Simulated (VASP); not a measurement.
# Rh: convergence, energy along a vibration (SMASS = -2)

Rh, atoms displaced along the mode, 2 atoms in the cell. R2SCAN, energy along a line of displacements; PAW potentials Rh_pv (PBE set). VASP 6.6.1.

Wanted: harmonic frequency within 1 %.

Mode: longitudinal mode at X; Step along the mode (Å): 0.02.

POSCAR:
```
Rh
1.0
    1.8978500000      1.8978500000      0.0000000000
   -1.8978500000      1.8978500000      0.0000000000
    0.0000000000      0.0000000000      3.7957000000
Rh
2
Direct
    0.0000000000      0.0000000000     -0.0105382406
    0.5000000000      0.5000000000      0.5105382406

    0.0000000000   0.0000000000   0.0100000000
    0.0000000000   0.0000000000  -0.0100000000
```

The series start from k mesh: 7 × 7 × 5; Cutoff (eV): 320; Step along the mode (Å): 0.02; Electronic threshold (eV): 1e-7; Smearing width (eV): 0.15; Precision and projection: Accurate, reciprocal space. Each series keeps the choices made before it, and each single choice may use up half of a tolerance.

## k mesh

| k mesh | Harmonic frequency (THz) | Time (s) |
|---|---|---|
| 3 × 3 × 2 | -5.481 | 40 |
| 4 × 4 × 3 | 6.731 | 49 |
| 6 × 6 × 4 | 5.948 | 80 |
| 7 × 7 × 5 | 7.66 | 94 |
| 9 × 9 × 6 | 7.178 | 175 |
| 11 × 11 × 8 | 6.596 | 316 |
| 14 × 14 × 10 (reference) | 7.112 | 641 |

## Cutoff (eV)

| Cutoff (eV) | Harmonic frequency (THz) | Time (s) |
|---|---|---|
| 180 | 5.234 | 451 |
| 210 | 6.49 | 639 |
| 250 | 7.109 | 821 |
| 290 | 7.117 | 683 |
| 320 | 7.112 | 641 |
| 370 (reference) | 7.135 | 1088 |

## Question

The rows run from the loosest to the tightest. For each series: choose the loosest value from which every tighter one stays within half of the tolerance.

## Answer

- k mesh: 14 × 14 × 10, the tightest run, since the next looser one is off by more than half of the tolerance (convergence isn't shown beyond it)
- Cutoff (eV): 250

## All choices together

| Input | Harmonic frequency (THz) | Time (s) |
|---|---|---|
| defaults on a coarse mesh (naive) | 6.691 | 13 |
| chosen settings | 7.109 | 821 |
| reference settings throughout | 7.135 | 1088 |

The chosen settings stay within the tolerance of the reference run, but the reference itself isn't shown to be converged in: k mesh, Electronic threshold (eV), Smearing width (eV).

## The input

INCAR:
```
SYSTEM = Rh
METAGGA = R2SCAN ; LMIXTAU = .True.
PREC = Accurate ; ENCUT = 250
EDIFF = 1E-7 ; ALGO = Normal
LREAL = .False. ; LASPH = .True.
ISMEAR = 1 ; SIGMA = 0.15
ISYM = 0 ; LWAVE = .False.
LCHARG = .False. ; IBRION = 0
SMASS = -2 ; POTIM = 1
NSW = 9 ; NELMIN = 4
KPAR = 2
```

KPOINTS:
```
Automatic mesh
0
Gamma
  14 14 10
  0 0 0
```

Commands:
```
cat potpaw_PBE.64/Rh_pv/POTCAR > POTCAR
mpirun -np 2 vasp_std > vasp.out
```

Limits: NELMIN = 4 forces that many electronic steps, so a loose EDIFF looks better here than it is.

The chosen input took VASP 6.6.1 821 s on 2 cores (Intel Xeon 6975P-C (Granite Rapids)), a shared host.

## An input that fails: SMASS left out, so the atoms move under their forces

It runs to its end, but against the unchanged starting input it is off by 2.3 % in the harmonic frequency.

Changes against the starting input:
```
- SMASS = -2
```
